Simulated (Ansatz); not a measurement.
Calculation for TePb (begun as wurtzite type, now flat h-MgO): DFT, PBE, all-electron LAPW, scalar-relativistic (Ansatz 0.2.0). This run: single point at the cell that PAW relaxed from the wurtzite type at 0.036 GPa.

The cell comes from a relaxation on PAW files under the same functional, begun from a prototype that needn't be the stable phase.

Command: `ansatz run input.yaml --threads 1 --pin off --max-ram 3584MiB --backend cpu --events-out ev --progress --plain --runs-dir out` It took 59 s on 1 thread of Intel(R) Xeon(R) 6975P-C (Granite Rapids), with other jobs on the host, peak memory 0.63 GiB.

```yaml
crystal:
  lattice:
    - [5.5368359225, 0.0, 0.0]
    - [-2.7684179613, 4.7950405655, 0.0]
    - [0.0, 0.0, 6.6073189428]
  atoms:
    - { symbol: Pb, position: [0.3333333333, 0.6666666667, -0.0607511085] }
    - { symbol: Pb, position: [0.6666666667, 0.3333333333, 0.4392488915] }
    - { symbol: Te, position: [0.3333333333, 0.6666666667, 0.4367511085] }
    - { symbol: Te, position: [0.6666666667, 0.3333333333, 0.9367511085] }
kpoints:
  mp_grid: { grid: [8, 8, 5] }
scf:
  occupations: { method: fermi_dirac, width: 0.08 }
hamiltonian:
  xc: pbe
  pseudopotentials: { kind: all_electron, lapw: { basis_error: 0.0005 } }
output:
  forces: true
  stress: true
  eigenvalues: true
  populations: true
```

Output:

```
Pb: projections on atomic orbitals take those of the free atom 1s2 2s2 2p6 3s2 3p6 3d10 4s2 4p6 4d10 4f14 5s2 5p6 5d10 6s2 6p2, of charge +0.00 (hamiltonian.pseudopotentials.projection_atoms)
Te: projections on atomic orbitals take those of the free atom 1s2 2s2 2p6 3s2 3p6 3d10 4s2 4p6 4d10 5s2 5p4, of charge +0.00 (hamiltonian.pseudopotentials.projection_atoms)
LAPW: plane waves up to 7.230 Å⁻¹, error target 5.0e-4 eV per atom; small_component_spin mean_spin; Te in spheres of 1.565 Å, 24 of its electrons in bands, Dirac shells []; Pb in spheres of 1.631 Å, 36 of its electrons in bands, Dirac shells [] (how accurate: hamiltonian.pseudopotentials.lapw.basis_error, Limitations)
Engine: ansatz 0.2.0
Pseudopotentials: kind: all_electron
Pseudopotential: Pb, LAPW, valence charge 36, lapw/all_electron/scalar/gaussian/Pb, Koelling and Harmon's equation, gaussian nucleus
Pseudopotential: Te, LAPW, valence charge 24, lapw/all_electron/scalar/gaussian/Te, Koelling and Harmon's equation, gaussian nucleus
Functional definition: PBE
  parameter kappa = 0.804
  parameter beta = 0.06672455060314922
  exchange = pbe_x(kappa = kappa, mu = beta*pi^2/3)
  correlation = pbe_c(beta = beta)
Crystal: 4 atoms, lattice volume = 175.420 Å³
Basis set: ecut = 199.18384806763527 eV, 1131 PW (Γ), exchange–correlation at level 2
Bands: 72, of which v1, the nominal top of the filled ones, is band 60 counted from 1 (59 counted from 0)
Symmetry: 12 space group operations
Space group: P63mc (ITA 186), of the structure as read, at distance tolerance 5.6e-5 Å
k-points: 30 of 320 (time reversal used)
Non-local potential: Pb, projectors of the file, none
Non-local potential: Te, projectors of the file, none
Initial density: superposition of atomic densities (chi_scale 0.1, normalization cell, long waves kept (reshape's long-wave potential 0.00 eV rms))
Initial wavefunctions: plane waves of lowest kinetic energy (no species holds an atomic orbital)
Functional: x = pbe(κ = 0.804, μ = 0.2195149727645171), c = pbe(β = 0.06672455060314922)
iter 1 solved again at ethr=1.10e-3 eV; its pass at ethr=1.00e-1 eV (dr2=1.32e0 eV) is discarded
SCF iter   1: F=—  HF=-1505903.569249 eV  |F-HF|=—  |Δ(HF+E_count)|=         —  Δρ=1.59e-2  dr2=1.32e0  ethr=1.10e-3  ⟨swp⟩=2.1  Hψ=13298  notcnv=0
preconditioner: auto → Resta (q_TF=auto, 2.561 Å⁻¹)  ε∞=2.3  [insulator: Δε(μ)=1.751 eV  Ē_g=15.463 eV  σ=0.080 eV  W_gap=1.00  n_scr=52 (ndim 8)  ℏωp=17.7 eV  f_vac=0.276  D(μ)=0.00/eV (n_scr^D=0)  ε∞_Penn≈2.3]
SCF iter   2: F=—  HF=-1505903.196067 eV  |F-HF|=—  |Δ(HF+E_count)|=   3.73e-1  Δρ=5.92e-3  dr2=1.55e-1  ethr=1.10e-3  ⟨swp⟩=2.0  Hψ=6750  notcnv=0
SCF iter   3: F=—  HF=-1505903.191281 eV  |F-HF|=—  |Δ(HF+E_count)|=   4.79e-3  Δρ=3.10e-3  dr2=4.52e-2  ethr=1.29e-4  ⟨swp⟩=2.0  Hψ=6393  notcnv=0
iter 4 solved again at ethr=1.40e-6 eV; its pass at ethr=3.77e-5 eV (dr2=1.68e-3 eV) is discarded
SCF iter   4: F=—  HF=-1505903.198245 eV  |F-HF|=—  |Δ(HF+E_count)|=         —  Δρ=6.84e-4  dr2=1.68e-3  ethr=1.40e-6  ⟨swp⟩=2.1  Hψ=10855  notcnv=0
the basis was enlarged: its passes take 95.5 KiB over the memory plan, 1 of 1 planned eigensolver slots
SCF iter   5: F=—  HF=-1505903.197720 eV  |F-HF|=—  |Δ(HF+E_count)|=   5.25e-4  Δρ=2.28e-4  dr2=2.24e-4  ethr=1.40e-6  ⟨swp⟩=3.0  Hψ=6564  notcnv=0
SCF iter   6: F=—  HF=-1505903.198068 eV  |F-HF|=—  |Δ(HF+E_count)|=   3.48e-4  Δρ=1.02e-4  dr2=5.42e-5  ethr=1.86e-7  ⟨swp⟩=3.0  Hψ=6571  notcnv=0
SCF iter   7: F=—  HF=-1505903.198177 eV  |F-HF|=—  |Δ(HF+E_count)|=   1.09e-4  Δρ=3.86e-5  dr2=6.73e-6  ethr=4.51e-8  ⟨swp⟩=3.0  Hψ=6661  notcnv=0
SCF iter   8: F=—  HF=-1505903.198206 eV  |F-HF|=—  |Δ(HF+E_count)|=   2.90e-5  Δρ=8.12e-6  dr2=1.97e-7  ethr=5.61e-9  ⟨swp⟩=3.2  Hψ=6706  notcnv=0
SCF iter   9: F=-1505903.198208 eV  HF=-1505903.198207 eV  |F-HF|=2.22e-7  |Δ(HF+E_count)|=   1.33e-6  Δρ=3.31e-6  dr2=2.32e-8  ethr=1.64e-10  ⟨swp⟩=3.2  Hψ=6704  notcnv=0
SCF 1 converged in 9 iterations: F = -1505903.198208 eV  dr2 = 2.32e-8
SCF converged after 9 iterations
Free energy (F): -1505903.198208 eV
Harris-Foulkes:  -1505903.198207 eV  (|F-HF|=2.22e-7)
Internal energy: -1505903.198110 eV  (E = F + TS)
E sigma→0 (E₀):  -1505903.198159 eV
Entropy (-TS):   -0.000098 eV (-0.024 meV/atom)
Fermi energy:    8.658310 eV
--- Per-component energies (eV) ---
  E_band       = -7251.006553
  E_kinetic    = 1700453.517032
  E_xc         = -30741.834804
  E_electrostatic = -3175614.880337  (all electrons and nuclei)
  E_smearing   = -0.000098  (= −TS)
  E_closure    = 0.000000  (closes the sum)
  E_atoms      = -1505888.558278  (free atoms, spherical and without spin; not in F)
  Σ components = -1505903.198208   (vs F -1505903.198208, Δ=0.00e0)
  Basis errors (estimates in eV, not in F): energy 2.0e-4 per atom: plane waves 1.9e-4 (1.1e-4 summed), levels above the bands 4.4e-43, relativity 1.5e-8, radial functions 1.4e-5, core shells 1.1e-8; eigenvalues (radial functions only) 3.8e-7; not estimated: angular momenta, meshes, grids; target (lapw.basis_error) 5.0e-4; muffin-tin radii Te 1.565 Å, Pb 1.631 Å
--- Forces (eV/Å), atoms counted from 1 ---
  atom   1  Pb    -0.00000000    -0.00000000    -0.00009737
  atom   2  Pb     0.00000000     0.00000000    -0.00009737
  atom   3  Te    -0.00000000    -0.00000000     0.00009758
  atom   4  Te     0.00000000     0.00000000     0.00009758
  max |Σ_I F_I| component: 4.19e-7 eV/Å
--- Stress (GPa, compression-positive) ---
        0.038684      -0.000000       0.000000
       -0.000000       0.038684       0.000000
       -0.000000       0.000000       0.024834
  P = ⅓ Tr σ = 0.0341 GPa (0.341 kbar)
--- Band table (eV; the first three rows and the last of 30) ---
  k-point 0: bands = ["-150.5807", "-150.5807", "-131.3829", "-131.3829", "-120.4190", "-120.4190", "-120.4190", "-120.4190", "-120.4190", "-120.4190", "-120.4189", "-120.4189", "-120.4168", "-120.4168", "-120.4168", "-120.4168", "-120.4157", "-120.4157", "-100.6198", "-100.6198", "-100.6198", "-100.6198", "-100.6142", "-100.6142", "-73.2230", "-73.2230", "-73.2230", "-73.2230", "-73.2190", "-73.2189", "-27.9496", "-27.9496", "-27.9495", "-27.9495", "-27.9455", "-27.9453", "-27.9431", "-27.9431", "-27.9425", "-27.9425", "-8.7390", "-8.7095", "-8.7095", "-8.7088", "-8.7088", "-8.6993", "-8.6993", "-8.6988", "-8.6817", "-8.6817", "-3.3444", "-1.9588", "0.7251", "2.1124", "4.2046", "5.5360", "5.5360", "6.7742", "6.8010", "6.8010", "9.4564", "9.4564", "10.9792", "10.9792", "12.1304", "12.4109", "13.6503", "13.6503", "14.1530", "15.3935", "15.4114", "15.4114"]
  k-point 1: bands = ["-150.5807", "-150.5807", "-131.3829", "-131.3829", "-120.4190", "-120.4190", "-120.4190", "-120.4190", "-120.4190", "-120.4190", "-120.4189", "-120.4189", "-120.4168", "-120.4168", "-120.4168", "-120.4168", "-120.4157", "-120.4157", "-100.6198", "-100.6198", "-100.6198", "-100.6198", "-100.6142", "-100.6142", "-73.2230", "-73.2230", "-73.2230", "-73.2230", "-73.2190", "-73.2189", "-27.9496", "-27.9496", "-27.9495", "-27.9495", "-27.9455", "-27.9453", "-27.9431", "-27.9431", "-27.9426", "-27.9426", "-8.7340", "-8.7106", "-8.7106", "-8.7103", "-8.7103", "-8.7014", "-8.6959", "-8.6959", "-8.6826", "-8.6826", "-3.2431", "-2.1292", "0.7279", "1.8372", "4.7746", "5.6400", "5.6400", "6.6640", "6.6640", "7.2797", "9.5035", "9.5035", "10.7124", "10.7124", "10.8407", "12.6074", "13.1662", "14.0967", "14.0967", "14.6540", "15.9131", "15.9131"]
  k-point 2: bands = ["-150.5807", "-150.5807", "-131.3829", "-131.3829", "-120.4190", "-120.4190", "-120.4190", "-120.4190", "-120.4190", "-120.4190", "-120.4189", "-120.4189", "-120.4168", "-120.4168", "-120.4168", "-120.4168", "-120.4157", "-120.4157", "-100.6198", "-100.6198", "-100.6198", "-100.6198", "-100.6142", "-100.6142", "-73.2230", "-73.2230", "-73.2230", "-73.2230", "-73.2189", "-73.2189", "-27.9496", "-27.9496", "-27.9496", "-27.9496", "-27.9454", "-27.9453", "-27.9429", "-27.9429", "-27.9427", "-27.9427", "-8.7221", "-8.7122", "-8.7122", "-8.7117", "-8.7117", "-8.7096", "-8.6903", "-8.6903", "-8.6855", "-8.6855", "-2.9528", "-2.5325", "0.8971", "1.3130", "5.9278", "5.9278", "6.1656", "6.3186", "6.3186", "7.6484", "9.7332", "9.7332", "9.8227", "10.1838", "10.1838", "11.2925", "13.0127", "13.6892", "15.2614", "15.2614", "16.7417", "16.7417"]
  k-point 29: bands = ["-150.5807", "-150.5807", "-131.3829", "-131.3829", "-120.4190", "-120.4190", "-120.4190", "-120.4190", "-120.4190", "-120.4190", "-120.4189", "-120.4189", "-120.4168", "-120.4168", "-120.4168", "-120.4168", "-120.4157", "-120.4157", "-100.6198", "-100.6198", "-100.6198", "-100.6198", "-100.6142", "-100.6142", "-73.2230", "-73.2230", "-73.2230", "-73.2230", "-73.2189", "-73.2189", "-27.9496", "-27.9496", "-27.9496", "-27.9496", "-27.9453", "-27.9453", "-27.9429", "-27.9428", "-27.9428", "-27.9427", "-8.7194", "-8.7161", "-8.7084", "-8.7070", "-8.7059", "-8.7046", "-8.6934", "-8.6907", "-8.6898", "-8.6867", "-2.2703", "-2.1750", "-0.1940", "-0.0998", "4.9744", "5.4319", "6.9149", "7.1623", "7.7402", "7.9730", "9.5797", "9.7721", "9.9457", "10.2244", "12.3157", "12.5540", "13.5260", "13.6110", "14.4579", "15.8683", "16.4735", "16.8459"]
--- Löwdin populations: 4 sites ---
  site symbol       q [e]
     0     Pb     81.7513
     1     Pb     81.7513
     2     Te     52.2057
     3     Te     52.2057
  spilling = 0.000321 (of n_electrons = 268.000000)
```

populations.tsv:

```
# site	symbol	l	j	q
# orbitals = lowdin
# n_electrons = 268.000000
# spilling = 0.000321
# projection_atom_Pb: 1s2 2s2 2p6 3s2 3p6 3d10 4s2 4p6 4d10 4f14 5s2 5p6 5d10 6s2 6p2
# projection_atom_Te: 1s2 2s2 2p6 3s2 3p6 3d10 4s2 4p6 4d10 5s2 5p4
0	Pb	0_1S	-	2.000000
0	Pb	0_2S	-	1.999999
0	Pb	0_3S	-	1.999993
0	Pb	0_4S	-	1.999933
0	Pb	0_5S	-	1.999174
0	Pb	0_6S	-	1.950657
0	Pb	1_2P	-	6.000000
0	Pb	1_3P	-	6.000000
0	Pb	1_4P	-	5.999987
0	Pb	1_5P	-	5.998794
0	Pb	1_6P	-	1.805905
0	Pb	2_3D	-	10.000000
0	Pb	2_4D	-	10.000000
0	Pb	2_5D	-	9.996896
0	Pb	3_4F	-	14.000000
1	Pb	0_1S	-	2.000000
1	Pb	0_2S	-	1.999999
1	Pb	0_3S	-	1.999993
1	Pb	0_4S	-	1.999933
1	Pb	0_5S	-	1.999174
1	Pb	0_6S	-	1.950657
1	Pb	1_2P	-	6.000000
1	Pb	1_3P	-	6.000000
1	Pb	1_4P	-	5.999987
1	Pb	1_5P	-	5.998794
1	Pb	1_6P	-	1.805905
1	Pb	2_3D	-	10.000000
1	Pb	2_4D	-	10.000000
1	Pb	2_5D	-	9.996896
1	Pb	3_4F	-	14.000000
2	Te	0_1S	-	1.999999
2	Te	0_2S	-	1.999973
2	Te	0_3S	-	1.999602
2	Te	0_4S	-	1.994926
2	Te	0_5S	-	1.817427
2	Te	1_2P	-	6.000000
2	Te	1_3P	-	5.999983
2	Te	1_4P	-	5.998374
2	Te	1_5P	-	4.396730
2	Te	2_3D	-	10.000000
2	Te	2_4D	-	9.998686
3	Te	0_1S	-	1.999999
3	Te	0_2S	-	1.999973
3	Te	0_3S	-	1.999602
3	Te	0_4S	-	1.994926
3	Te	0_5S	-	1.817427
3	Te	1_2P	-	6.000000
3	Te	1_3P	-	5.999983
3	Te	1_4P	-	5.998374
3	Te	1_5P	-	4.396730
3	Te	2_3D	-	10.000000
3	Te	2_4D	-	9.998686
```

Next run (single point at the cell that PAW relaxed from the NiAs type at 0.036 GPa), as changes to the input before:

```diff
   lattice:
-    - [5.5368359225, 0.0, 0.0]
-    - [-2.7684179613, 4.7950405655, 0.0]
-    - [0.0, 0.0, 6.6073189428]
+    - [4.5693525394, 0.0, 0.0]
+    - [-2.2846762697, 3.9571753779, 0.0]
+    - [0.0, 0.0, 7.9592446625]
   atoms:
-    - { symbol: Pb, position: [0.3333333333, 0.6666666667, -0.0607511085] }
-    - { symbol: Pb, position: [0.6666666667, 0.3333333333, 0.4392488915] }
-    - { symbol: Te, position: [0.3333333333, 0.6666666667, 0.4367511085] }
-    - { symbol: Te, position: [0.6666666667, 0.3333333333, 0.9367511085] }
+    - { symbol: Pb, position: [0.0, 0.0, 0.0] }
+    - { symbol: Pb, position: [0.0, 0.0, 0.5] }
+    - { symbol: Te, position: [0.3333333333, 0.6666666667, 0.25] }
+    - { symbol: Te, position: [0.6666666667, 0.3333333333, 0.75] }
 kpoints:
```

Results part of the output:

```
SCF 1 converged in 9 iterations: F = -1505903.420657 eV  dr2 = 1.13e-8
SCF converged after 9 iterations
Free energy (F): -1505903.420657 eV
Harris-Foulkes:  -1505903.420657 eV  (|F-HF|=1.63e-8)
Internal energy: -1505903.417410 eV  (E = F + TS)
E sigma→0 (E₀):  -1505903.419033 eV
Entropy (-TS):   -0.003247 eV (-0.812 meV/atom)
Fermi energy:    11.236373 eV
--- Per-component energies (eV) ---
  E_band       = -6930.107355
  E_kinetic    = 1700453.350551
[... lines left out ...]
  k-point 0: bands = ["-147.9287", "-147.9287", "-128.6862", "-128.6862", "-117.7216", "-117.7216", "-117.7207", "-117.7207", "-117.7188", "-117.7188", "-117.7188", "-117.7188", "-117.7179", "-117.7179", "-117.7177", "-117.7177", "-117.7177", "-117.7177", "-97.9768", "-97.9768", "-97.9602", "-97.9602", "-97.9602", "-97.9602", "-70.5300", "-70.5300", "-70.5300", "-70.5300", "-70.5199", "-70.5197", "-25.3007", "-25.3006", "-25.2989", "-25.2989", "-25.2986", "-25.2986", "-25.2826", "-25.2826", "-25.2826", "-25.2826", "-6.0461", "-6.0284", "-6.0284", "-6.0160", "-6.0160", "-6.0090", "-6.0090", "-5.9867", "-5.9867", "-5.9694", "-0.9066", "0.3002", "2.3090", "4.7146", "9.2319", "9.5986", "9.5986", "10.1233", "10.1233", "11.0832", "11.2935", "13.1830", "13.1830", "13.5227", "13.5227", "15.5429", "15.6722", "17.1928", "17.1928", "17.2495", "17.3345", "17.7893"]
  k-point 1: bands = ["-147.9287", "-147.9287", "-128.6862", "-128.6862", "-117.7216", "-117.7216", "-117.7207", "-117.7207", "-117.7188", "-117.7188", "-117.7188", "-117.7188", "-117.7179", "-117.7179", "-117.7177", "-117.7177", "-117.7177", "-117.7177", "-97.9768", "-97.9768", "-97.9602", "-97.9602", "-97.9602", "-97.9602", "-70.5300", "-70.5300", "-70.5300", "-70.5300", "-70.5199", "-70.5197", "-25.3007", "-25.3006", "-25.2989", "-25.2989", "-25.2986", "-25.2986", "-25.2826", "-25.2826", "-25.2826", "-25.2826", "-6.0387", "-6.0268", "-6.0268", "-6.0169", "-6.0169", "-6.0074", "-6.0074", "-5.9892", "-5.9892", "-5.9767", "-0.8319", "0.1008", "2.6042", "4.4999", "9.3340", "9.6467", "9.6467", "10.0719", "10.0719", "10.5397", "11.9475", "13.1812", "13.1812", "13.4572", "13.4572", "14.7339", "16.2332", "17.4241", "17.4661", "17.4661", "17.9099", "18.0409"]
  k-point 2: bands = ["-147.9287", "-147.9287", "-128.6862", "-128.6862", "-117.7216", "-117.7216", "-117.7207", "-117.7207", "-117.7188", "-117.7188", "-117.7188", "-117.7188", "-117.7179", "-117.7179", "-117.7177", "-117.7177", "-117.7177", "-117.7177", "-97.9768", "-97.9768", "-97.9602", "-97.9602", "-97.9602", "-97.9602", "-70.5300", "-70.5300", "-70.5300", "-70.5300", "-70.5198", "-70.5198", "-25.3007", "-25.3006", "-25.2988", "-25.2988", "-25.2987", "-25.2987", "-25.2826", "-25.2826", "-25.2826", "-25.2826", "-6.0230", "-6.0230", "-6.0195", "-6.0193", "-6.0193", "-6.0025", "-6.0025", "-5.9958", "-5.9955", "-5.9955", "-0.6138", "-0.2774", "3.2476", "3.9479", "9.6099", "9.7750", "9.7750", "9.9378", "9.9378", "10.0175", "12.7971", "13.2148", "13.2148", "13.3209", "13.3209", "13.7392", "17.1117", "17.9034", "18.2071", "18.2071", "18.3594", "18.3932"]
  k-point 29: bands = ["-147.9287", "-147.9287", "-128.6862", "-128.6862", "-117.7216", "-117.7216", "-117.7207", "-117.7207", "-117.7188", "-117.7188", "-117.7188", "-117.7188", "-117.7179", "-117.7179", "-117.7177", "-117.7177", "-117.7177", "-117.7177", "-97.9768", "-97.9768", "-97.9602", "-97.9602", "-97.9602", "-97.9602", "-70.5300", "-70.5300", "-70.5300", "-70.5300", "-70.5198", "-70.5198", "-25.3003", "-25.3003", "-25.2989", "-25.2989", "-25.2988", "-25.2988", "-25.2824", "-25.2824", "-25.2822", "-25.2821", "-6.0379", "-6.0304", "-6.0194", "-6.0135", "-6.0094", "-6.0042", "-6.0014", "-5.9993", "-5.9962", "-5.9834", "0.6080", "0.6352", "2.5839", "2.8795", "7.2757", "7.3751", "8.4066", "9.2480", "9.5498", "9.7095", "11.5864", "12.0823", "14.0689", "14.3630", "15.8312", "16.1645", "17.0149", "17.4544", "18.3457", "18.7901", "20.1817", "20.4341"]
--- Löwdin populations: 4 sites ---
  site symbol       q [e]
     0     Pb     81.7662
     1     Pb     81.7662
     2     Te     52.1903
     3     Te     52.1903
  spilling = 0.000325 (of n_electrons = 268.000000)
```

Spin–orbit coupling is left out, which matters for the heavy atoms.
